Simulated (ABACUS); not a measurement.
Input of an ABACUS 3.10.1 run:

INPUT

```
INPUT_PARAMETERS
suffix              MoS2
calculation         scf
basis_type          pw
pseudo_dir          ./
symmetry            1
dft_functional      pbesol
ecutwfc             81
pseudo_rcut         7
nspin               1
nbands              17
ks_solver           dav
smearing_method     fd
smearing_sigma      0.00367493
scf_thr             1e-08
scf_nmax            100
mixing_type         broyden
mixing_beta         0.7
cal_force           1
cal_stress          1
kpar                4
```

STRU

```
ATOMIC_SPECIES
Mo 95.9500 Mo.upf
S 32.0600 S.upf

LATTICE_CONSTANT
1.8897261246

LATTICE_VECTORS
3.1841260822 0.0000000000 0.0000000000
-1.5920630411 2.7575340760 0.0000000000
0.0000000000 0.0000000000 17.3345999500

ATOMIC_POSITIONS
Direct

Mo
0.0
1
0.0028990000 -0.0138400000 -0.0004740000 1 1 1

S
0.0
2
0.3313860000 0.6610750000 0.9105550000 1 1 1
0.3217360000 0.6551810000 0.0895260000 1 1 1
```

Contents of KPT:

```
K_POINTS
0
Gamma
10 10 2 0 0 0
```

Potentials or basis: PseudoDojo NC SR 0.4.1 PBEsol standard, plane waves.

Run with:

```sh
$ OMP_NUM_THREADS=1 mpirun -np 4 abacus > log
```

Task: Predict the band gap on the k mesh.

Result: 1.72 eV, indirect (least direct gap 1.91 eV).

Task: Estimate the largest force.

Result: 0.881 eV/Å.

Stress tensor (GPa, compression positive):
```
-1.33 -0.25  0.29
-0.25 -1.53  0.23
 0.29  0.23 -0.38
```
